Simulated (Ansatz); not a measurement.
## PbO2 monolayer (2H): from the cell to its phonons

How does PbO2 monolayer (2H) vibrate, and is this structure a minimum?

Method: DFT PBEsol, scalar-relativistic, plane waves, PAW, in Ansatz 0.2.0.

Most raw output is cut from this account.

## Step 1: Set-up

The cell holds 3 atoms: 1 Pb and 2 O. Its edges and angles: a = 3.470 Å, b = 3.470 Å, c = 20.000 Å, α = 90.0°, β = 90.0°, γ = 120.0°. Vacuum lies along c.

## Step 2: Relaxation

Harmonic phonons are second derivatives at a point where the forces vanish, and they are wanted at zero stress, so atoms and cell are relaxed first.

The program solves this slab on a cell height of its own, 28.7 Å, in place of the one typed.

Contents of input.yaml:

```yaml
crystal:
  lattice:
    - [3.47, 0.0, 0.0]
    - [-1.735, 3.00511, 0.0]
    - [0.0, 0.0, 20.0]
  atoms:
    - { symbol: Pb, position: [0.333333, 0.666667, 0.5] }
    - { symbol: O, position: [0.666667, 0.333333, 0.56125] }
    - { symbol: O, position: [0.666667, 0.333333, 0.43875] }
  periodic: [true, true, false]
kpoints:
  mp_grid: { grid: [15, 15, 1] }
hamiltonian:
  xc: pbesol
scf:
  occupations: { method: gaussian, width: 0.1 }
output:
  forces: true
  stress: true
  eigenvalues: true
  write_density: true
  write_potential: true
  elf: true
  volumetric_format: npy
relax:
  adjacent_minimum: "off"
  f_tol: 0.005
  max_steps: 80
  cell: { stress_2d_tol: 0.02 }
```

Run with:

```bash
$ ansatz run input.yaml --threads 8 --pin off --max-ram 14336MiB --backend cpu --events-out ev --progress --plain --runs-dir out
```

Elapsed: 29 s, on 8 threads of Arm Neoverse V1, shared host; peak memory 0.75 GiB.

The steps of the relaxation:

| step | energy less that of the first step (eV) | largest force component (eV/Å) | volume (Å³) |
| --- | --- | --- | --- |
| 1 | 0.0000 | 0.1834 | 299.28 |
| 2 | -0.3283 | 0.7850 | 270.81 |
| 3 | -0.0275 | 2.6256 | 243.75 |
| 4 | -0.4112 | 0.2572 | 261.18 |
| 5 | -0.4175 | 0.0155 | 259.44 |
| 6 | -0.4177 | 0.0018 | 259.14 |
| 7* | -0.4077 | 0.0035 | 259.14 |
| 8 | -0.4083 | 0.0016 | 258.41 |
| 9* | -0.4079 | 0.0015 | 258.41 |

Relaxation steps marked * repeat the geometry before them on a plane-wave basis chosen anew for their cell, so energy and pressure can jump there. Relaxation step 3 was tried and not accepted.

Forces are held to the 12 operations that the run works with; a distortion that breaks them can't arise in this run.

| cell as run | before | after | change |
| --- | --- | --- | --- |
| a (Å) | 3.470 | 3.224 | -7.1 % |
| b (Å) | 3.470 | 3.224 | -7.1 % |

The atoms that moved most (Å, along periodic axes as changes of fractional coordinates times the final cell, across vacuum about the mean position):

| atom | dx | dy | dz | length |
| --- | --- | --- | --- | --- |
| O3 | 0.000 | 0.000 | -0.053 | 0.053 |
| O2 | 0.000 | 0.000 | 0.053 | 0.053 |

Final coordinates:

```xyz
3
Lattice="3.2244 0.0000 0.0000 -1.6122 2.7924 0.0000 0.0000 0.0000 28.7000" Properties=species:S:1:pos:R:3
Pb    0.0000    1.8616   10.0000
O     1.6122    0.9308   11.2775
O     1.6122    0.9308    8.7225
```

Numbers from this step:

- gap on the k-mesh: 0 eV
- area per atom: 3.001 Å²

Electrostatic potential energy in the ac plane at fractional y = 0.333, with atoms of O within 0.2 Å of it. With pseudopotentials it is smooth inside the atoms' cores, unlike the true potential.

Values in eV, 24 rows by 14 columns, each cell a mean:
```
  0   0   0   0   0   0   0   0   0   0   0   0   0   0
  0   0   0   0   0   0   0   0   0   0   0   0   0   0
  0   0   0   0   0   0   0   0   0   0   0   0   0   0
  0   0   0   0   0   0   0   0   0   0   0   0   0   0
  0   0   0   0   0   0   0   0   0   0   0   0   0   0
  0   0   0   0   0   0   0   0   0   0   0   0   0   0
  0   0   0   0   0   0   0   0   0   0   0   0   0   0
  0   0   0   0   0   0   0   0   0   0   0   0   0   0
  0   0   0   0   0   0   0   0   0   0   0   0   0   0
  0   0   0   0   0   0   0   0   0   0   0   0   0   0
  0   0   0   0   0   0   0   0   0   0   0   0   0   0
  0   0   0   0   0   0   0   0   0   0   0   0   0   0
  0   0   0   0   0   0   0   0   0   0   0   0   0   0
  0  -1  -1  -1   0   0   0  -1  -2  -3  -2  -1  -1   0
 -5  -6  -6  -6  -5  -6 -10 -21 -26 -26 -26 -25 -15  -6
-17 -23 -25 -24 -21 -14 -10  -8  -7  -8  -8  -7  -9 -11
 -6  -7  -8  -8  -7  -6 -11 -21 -25 -26 -25 -24 -16  -7
 -1  -1  -1  -1  -1  -1  -1  -2  -5  -6  -5  -3  -1  -1
  0   0   0   0   0   0   0   0   0   0   0   0   0   0
  0   0   0   0   0   0   0   0   0   0   0   0   0   0
  0   0   0   0   0   0   0   0   0   0   0   0   0   0
  0   0   0   0   0   0   0   0   0   0   0   0   0   0
  0   0   0   0   0   0   0   0   0   0   0   0   0   0
  0   0   0   0   0   0   0   0   0   0   0   0   0   0
```
Columns run along a (3.2 Å; values clipped at the 3rd and 97th percentile), rows up along c (28.7 Å). Atoms in or near the plane, at fractional coordinates: O at (0.67, 0.39), O at (0.67, 0.30).

Valence density in the ac plane at fractional y = 0.333, with atoms of O within 0.2 Å of it. It is the smooth field of the valence electrons, not physical close to the nuclei.

Ten steps, logarithmic in the rise over the least value, from '0' (0.0 e/Å³) to '9' (5.3 e/Å³), each cell a mean:
```
00000000000000000
00000000000000000
00000000000000000
00000000000000000
00000000000000000
00000000000000000
00000000000000000
00000000000000000
00000000000000000
00000000000000000
00000000000000000
00000000000000000
00000000000000000
00000011233443221
32222335689999764
45555544444544444
33333345689999764
10000012344554321
00000000000000000
00000000000000000
00000000000000000
00000000000000000
00000000000000000
00000000000000000
```
Columns run along a (3.2 Å), rows up along c (28.7 Å). Atoms in or near the plane, at fractional coordinates: O at (0.67, 0.39), O at (0.67, 0.30).

ELF in the ac plane at fractional y = 0.333, with atoms of O within 0.2 Å of it. It is the smooth field of the valence electrons, not physical close to the nuclei.

Ten even steps from '_' (0.00) to '@' (0.81), each cell a mean:
```
__________________________________
__________________________________
__________________________________
__________________________________
__________________________________
__________________________________
__________________________________
__________________________________
__________________________________
__________________________________
__________________________________
__________________________________
__________________________________
..__________::--++**######****==--
==........::++##@@@@@@##%%@@@@@@##
----======--::::------====----::::
--::......::==##@@@@%%####@@@@%%**
..__________::==**####%%%%####++--
__________________________________
__________________________________
__________________________________
__________________________________
__________________________________
__________________________________
```
Columns run along a (3.2 Å), rows up along c (28.7 Å). Atoms in or near the plane, at fractional coordinates: O at (0.67, 0.39), O at (0.67, 0.30).

## Step 3: Tight relaxation

Phonons need a cell at rest on their own settings, so the relaxation is repeated with tight tolerances on forces and stress on the k mesh and occupations of the first response run.

input.yaml, the sections that differ from step 2:

```yaml
crystal:
  lattice:
    - [3.2243903609, 0.0, 0.0]
    - [-1.6121951804, 2.7924039642, 0.0]
    - [0.0, 0.0, 28.7]
  atoms:
    - { symbol: Pb, position: [0.3333333333, 0.6666666667, 0.3484320557] }
    - { symbol: O, position: [0.6666666667, 0.3333333333, 0.3929451052] }
    - { symbol: O, position: [0.6666666667, 0.3333333333, 0.3039190063] }
  periodic: [true, true, false]
kpoints:
  mp_grid: { grid: [18, 18, 1] }
scf:
  occupations: { method: methfessel_paxton, width: 0.15 }
relax:
  adjacent_minimum: "off"
  f_tol: 0.001
  max_steps: 60
  cell: { stress_2d_tol: 0.002 }
# hamiltonian, output: as in step 2
```

Wall time 16 s (8 threads); peak memory 0.73 GiB.

Little changed from the start: no atom moved by 0.005 Å and no cell edge by 0.1 %.

Numbers from this step:

```yaml
area_per_atom: 2.999 Å²
```

Electrostatic potential energy in the ac plane at fractional y = 0.333, with atoms of O within 0.2 Å of it. With pseudopotentials it is smooth inside the atoms' cores, unlike the true potential.

Values in eV, 24 rows by 14 columns, each cell a mean:
```
  0   0   0   0   0   0   0   0   0   0   0   0   0   0
  0   0   0   0   0   0   0   0   0   0   0   0   0   0
  0   0   0   0   0   0   0   0   0   0   0   0   0   0
  0   0   0   0   0   0   0   0   0   0   0   0   0   0
  0   0   0   0   0   0   0   0   0   0   0   0   0   0
  0   0   0   0   0   0   0   0   0   0   0   0   0   0
  0   0   0   0   0   0   0   0   0   0   0   0   0   0
  0   0   0   0   0   0   0   0   0   0   0   0   0   0
  0   0   0   0   0   0   0   0   0   0   0   0   0   0
  0   0   0   0   0   0   0   0   0   0   0   0   0   0
  0   0   0   0   0   0   0   0   0   0   0   0   0   0
  0   0   0   0   0   0   0   0   0   0   0   0   0   0
  0   0   0   0   0   0   0   0   0   0   0   0   0   0
  0  -1  -1  -1   0   0   0  -1  -2  -3  -2  -1  -1   0
 -5  -6  -6  -6  -5  -6 -10 -21 -26 -26 -26 -25 -15  -6
-17 -23 -25 -24 -21 -14 -10  -8  -7  -8  -8  -7  -9 -11
 -6  -7  -8  -8  -7  -6 -11 -21 -25 -26 -26 -24 -16  -7
 -1  -1  -1  -1  -1  -1  -1  -2  -5  -6  -5  -3  -1  -1
  0   0   0   0   0   0   0   0   0   0   0   0   0   0
  0   0   0   0   0   0   0   0   0   0   0   0   0   0
  0   0   0   0   0   0   0   0   0   0   0   0   0   0
  0   0   0   0   0   0   0   0   0   0   0   0   0   0
  0   0   0   0   0   0   0   0   0   0   0   0   0   0
  0   0   0   0   0   0   0   0   0   0   0   0   0   0
```
Columns run along a (3.2 Å; values clipped at the 3rd and 97th percentile), rows up along c (28.7 Å). Atoms in or near the plane, at fractional coordinates: O at (0.67, 0.39), O at (0.67, 0.30).

Valence density in the ac plane at fractional y = 0.333, with atoms of O within 0.2 Å of it. It is the smooth field of the valence electrons, not physical close to the nuclei.

Values in e/Å³, 24 rows by 14 columns, each cell a mean:
```
0.0 0.0 0.0 0.0 0.0 0.0 0.0 0.0 0.0 0.0 0.0 0.0 0.0 0.0
0.0 0.0 0.0 0.0 0.0 0.0 0.0 0.0 0.0 0.0 0.0 0.0 0.0 0.0
0.0 0.0 0.0 0.0 0.0 0.0 0.0 0.0 0.0 0.0 0.0 0.0 0.0 0.0
0.0 0.0 0.0 0.0 0.0 0.0 0.0 0.0 0.0 0.0 0.0 0.0 0.0 0.0
0.0 0.0 0.0 0.0 0.0 0.0 0.0 0.0 0.0 0.0 0.0 0.0 0.0 0.0
0.0 0.0 0.0 0.0 0.0 0.0 0.0 0.0 0.0 0.0 0.0 0.0 0.0 0.0
0.0 0.0 0.0 0.0 0.0 0.0 0.0 0.0 0.0 0.0 0.0 0.0 0.0 0.0
0.0 0.0 0.0 0.0 0.0 0.0 0.0 0.0 0.0 0.0 0.0 0.0 0.0 0.0
0.0 0.0 0.0 0.0 0.0 0.0 0.0 0.0 0.0 0.0 0.0 0.0 0.0 0.0
0.0 0.0 0.0 0.0 0.0 0.0 0.0 0.0 0.0 0.0 0.0 0.0 0.0 0.0
0.0 0.0 0.0 0.0 0.0 0.0 0.0 0.0 0.0 0.0 0.0 0.0 0.0 0.0
0.0 0.0 0.0 0.0 0.0 0.0 0.0 0.0 0.0 0.0 0.0 0.0 0.0 0.0
0.0 0.0 0.0 0.0 0.0 0.0 0.0 0.0 0.0 0.0 0.0 0.0 0.0 0.0
0.0 0.0 0.0 0.0 0.0 0.0 0.1 0.1 0.2 0.3 0.3 0.2 0.1 0.1
0.2 0.1 0.1 0.1 0.2 0.3 0.8 1.9 3.8 5.2 4.6 2.8 1.2 0.5
0.4 0.6 0.7 0.7 0.5 0.4 0.3 0.4 0.4 0.5 0.5 0.4 0.3 0.3
0.2 0.2 0.2 0.2 0.2 0.4 0.8 1.9 3.7 5.0 4.5 2.8 1.2 0.5
0.0 0.0 0.0 0.0 0.0 0.1 0.1 0.2 0.4 0.6 0.5 0.3 0.2 0.1
0.0 0.0 0.0 0.0 0.0 0.0 0.0 0.0 0.0 0.0 0.0 0.0 0.0 0.0
0.0 0.0 0.0 0.0 0.0 0.0 0.0 0.0 0.0 0.0 0.0 0.0 0.0 0.0
0.0 0.0 0.0 0.0 0.0 0.0 0.0 0.0 0.0 0.0 0.0 0.0 0.0 0.0
0.0 0.0 0.0 0.0 0.0 0.0 0.0 0.0 0.0 0.0 0.0 0.0 0.0 0.0
0.0 0.0 0.0 0.0 0.0 0.0 0.0 0.0 0.0 0.0 0.0 0.0 0.0 0.0
0.0 0.0 0.0 0.0 0.0 0.0 0.0 0.0 0.0 0.0 0.0 0.0 0.0 0.0
```
Columns run along a (3.2 Å), rows up along c (28.7 Å). Atoms in or near the plane, at fractional coordinates: O at (0.67, 0.39), O at (0.67, 0.30).

ELF in the ac plane at fractional y = 0.333, with atoms of O within 0.2 Å of it. It is the smooth field of the valence electrons, not physical close to the nuclei.

Ten even steps from '_' (0.00) to '@' (0.80), each cell a mean:
```
__________________________________
__________________________________
__________________________________
__________________________________
__________________________________
__________________________________
__________________________________
__________________________________
__________________________________
__________________________________
__________________________________
__________________________________
__________________________________
..__________::--++**######****==--
==........::++##@@@@@@##%%@@@@@@##
----======--::::------====----::::
--::......::==##@@@@%%####@@@@%%**
..__________::==**##%%%%%%####++--
__________________________________
__________________________________
__________________________________
__________________________________
__________________________________
__________________________________
```
Columns run along a (3.2 Å), rows up along c (28.7 Å). Atoms in or near the plane, at fractional coordinates: O at (0.67, 0.39), O at (0.67, 0.30).

The largest force component left is 0.11 meV/Å, within the tolerances set.

## Step 4: Linear response at the zone centre

The zone centre comes first: it holds the modes that light can see, as far as symmetry allows. No field response is asked, since the mesh shows no gap.

input.yaml, the sections that differ from step 3:

```yaml
crystal:
  lattice:
    - [3.2233501494, 0.0, 0.0]
    - [-1.6116750747, 2.7915031147, 0.0]
    - [0.0, 0.0, 28.7]
  atoms:
    - { symbol: Pb, position: [0.3333333333, 0.6666666667, 0.3484320557] }
    - { symbol: O, position: [0.6666666667, 0.3333333333, 0.3929794346] }
    - { symbol: O, position: [0.6666666667, 0.3333333333, 0.3038846769] }
  periodic: [true, true, false]
output:
  eigenvalues: true
phonons:
  method: dfpt
# kpoints, hamiltonian, scf: as in step 3
# relax: removed
```

Elapsed: 55 s, on 8 threads; peak memory 1.7 GiB; 6.2 min of CPU time.

Numbers from this step:

```
sum-rule residual before enforcement                    : 3.62e-5 eV/Å²
point group                                             : -6m2
highest optical mode at the zone centre (no LO-TO term) : 550.9 cm⁻¹
lowest optical zone-centre mode                         : -69.39 cm⁻¹
```

Patterns of degenerate modes are one choice out of their space. The modes at Γ (shares of kinetic energy by element, %) (negative means imaginary):

| mode | frequency (cm⁻¹) | symmetry | Pb % | O % |
| --- | --- | --- | --- | --- |
| 1 | -69.4 | E'' | 0 | 100 |
| 2 | -69.4 | E'' | 0 | 100 |
| 3 | 0.0 | acoustic | 87 | 13 |
| 4 | 0.0 | acoustic | 87 | 13 |
| 5 | 0.0 | acoustic | 87 | 13 |
| 6 | 286.3 | E' | 13 | 87 |
| 7 | 286.3 | E' | 13 | 87 |
| 8 | 432.7 | A2'' | 13 | 87 |
| 9 | 550.9 | A1' | 0 | 100 |

Displacements in mode 1 (-69.4 cm⁻¹), the largest set to 1:
```
Pb1  0.00  0.00  0.00
O2  -0.25 -1.00  0.00
O3   0.25  1.00  0.00
```

Displacements in mode 9 (550.9 cm⁻¹), the largest set to 1:
```
Pb1  0.00  0.00  0.00
O2   0.00  0.00 -1.00
O3   0.00  0.00  1.00
```

Before it was imposed, the acoustic sum rule was missed by 3.6e-5 eV/Å². Small misses are needed for a sound result but don't prove that mesh and cutoff are converged. The lowest optical mode is imaginary, 69.4i cm⁻¹, so the energy falls along it.

## Step 5: Response at finite wavevector

Stability and thermal properties need the whole zone. Linear response on a 6×6×1 q mesh gives force constants as far as a supercell of that size would.

input.yaml: that of step 4 with these lines changed.

```diff
@@ -20 +20,10 @@
   method: dfpt
+  qmesh: [6, 6, 1]
+  temperatures: { t_max: 1000, t_step: 50 }
+  qpath:
+    path:
+      - [0.0, 0.0, 0.0]
+      - [0.5, 0.0, 0.0]
+      - [0.33333333, 0.33333333, 0.0]
+      - [0.0, 0.0, 0.0]
+    npoints: 10
```

Elapsed: 12 min, on 8 threads; peak memory 3.2 GiB.

This step gave:

| Property | Result |
| --- | --- |
| sum-rule residual before enforcement | 6.84e-5 eV/Å² |
| lowest frequency on the path | -69.39 cm⁻¹ |
| highest frequency on the path or at a solved wavevector | 550.9 cm⁻¹ |
| lowest mode on the q mesh (acoustic modes at Γ apart) | -69.39 cm⁻¹ |

Frequencies (cm⁻¹) solved at each irreducible wavevector; negative means imaginary. Frequencies by wavevector, by row:

| q in reciprocal lattice units | star | mode 1 | mode 2 | mode 3 | mode 4 | mode 5 | mode 6 | mode 7 | mode 8 | mode 9 |
| --- | --- | --- | --- | --- | --- | --- | --- | --- | --- | --- |
| 0 0 0 | 1 | -69.4 | -69.4 | 0 | 0 | 0 | 286.3 | 286.3 | 432.7 | 550.9 |
| 0 0.1667 0 | 6 | -2.7 | 48 | 54.3 | 93.5 | 180.4 | 296.1 | 337.1 | 411.4 | 544 |
| 0 0.3333 0 | 6 | 19.6 | 88.5 | 123.8 | 159.8 | 286.2 | 310.8 | 381.9 | 392.9 | 534 |
| 0 -0.5 0 | 3 | 28.5 | 99.8 | 146 | 187.1 | 316.5 | 319.5 | 364.1 | 406.1 | 531.5 |
| 0.1667 0.1667 0 | 6 | 7.4 | 94.2 | 139 | 142.2 | 258.8 | 317.9 | 379 | 389.5 | 535.3 |
| 0.1667 0.3333 0 | 12 | 23.9 | 121.7 | 174.6 | 201.6 | 304.3 | 339.5 | 366 | 397.8 | 530.4 |
| 0.3333 0.3333 0 | 2 | 27.6 | 157.1 | 162.9 | 268.3 | 289.2 | 357.9 | 372.6 | 382.6 | 528.1 |

Interpolated from a 6×6×1 q mesh. Phonon branches along the path, in cm⁻¹:

| point | branch 1 | branch 2 | branch 3 | branch 4 | branch 5 | branch 6 | branch 7 | branch 8 | branch 9 |
| --- | --- | --- | --- | --- | --- | --- | --- | --- | --- |
| Γ | -69 | -69 | 0 | 0 | 0 | 286 | 286 | 433 | 551 |
| halfway | 11 | 74 | 94 | 130 | 245 | 304 | 371 | 396 | 538 |
| M | 28 | 100 | 146 | 187 | 316 | 320 | 364 | 406 | 532 |
| halfway | 26 | 125 | 180 | 209 | 311 | 343 | 361 | 399 | 530 |
| K | 28 | 157 | 163 | 268 | 289 | 358 | 373 | 383 | 528 |
| halfway | 7 | 94 | 139 | 142 | 259 | 318 | 379 | 390 | 535 |
| Γ | -69 | -69 | 0 | 0 | 0 | 286 | 286 | 433 | 551 |

The phonon density of states has structure finer than the step of the table below, so its rows give means over 20 cm⁻¹, whole bins alone (the curve runs from -72.5 to 552 cm⁻¹). Peaks (cm⁻¹: height): 27.5: 0.0559, 172.5: 0.0343, 317.5: 0.0432, 362.5: 0.0475, 392.5: 0.0526, 532.5: 0.102.

Tetrahedra on a 24×24×1 mesh, mean over bins of 5 cm-1. Interpolated from a 6×6×1 q mesh. The phonon density of states by wavenumber; means over each step:

| wavenumber (cm⁻¹) | phonon density of states (1/cm⁻¹/cell) |
| --- | --- |
| -60 | 0.00139 |
| -40 | 0.00153 |
| -20 | 0.00370 |
| 0 | 0.0112 |
| 20 | 0.0347 |
| 40 | 0.00822 |
| 60 | 0.00787 |
| 80 | 0.0134 |
| 100 | 0.0230 |
| 120 | 0.0196 |
| 140 | 0.0206 |
| 160 | 0.0228 |
| 180 | 0.0243 |
| 200 | 0.00668 |
| 220 | 0.00593 |
| 240 | 0.00596 |
| 260 | 0.00596 |
| 280 | 0.00931 |
| 300 | 0.0327 |
| 320 | 0.0294 |
| 340 | 0.0131 |
| 360 | 0.0284 |
| 380 | 0.0285 |
| 400 | 0.0357 |
| 420 | 0.00533 |
| 440 | 5.6e-4 |
| 460 | 0 |
| 480 | 0 |
| 500 | 0 |
| 520 | 0.0123 |
| 540 | 0.0364 |

[end of part 1 of 2]

[Logs are printed without paths, hosts, clocks, repeated set-up lines and the standing remarks that a program may print on its own settings, such as how far it seeks lower states.]

[Hosts, paths, dates, database ids (printed as entryN), source tags and the programs' standing remarks are cut or masked in the printed files.]
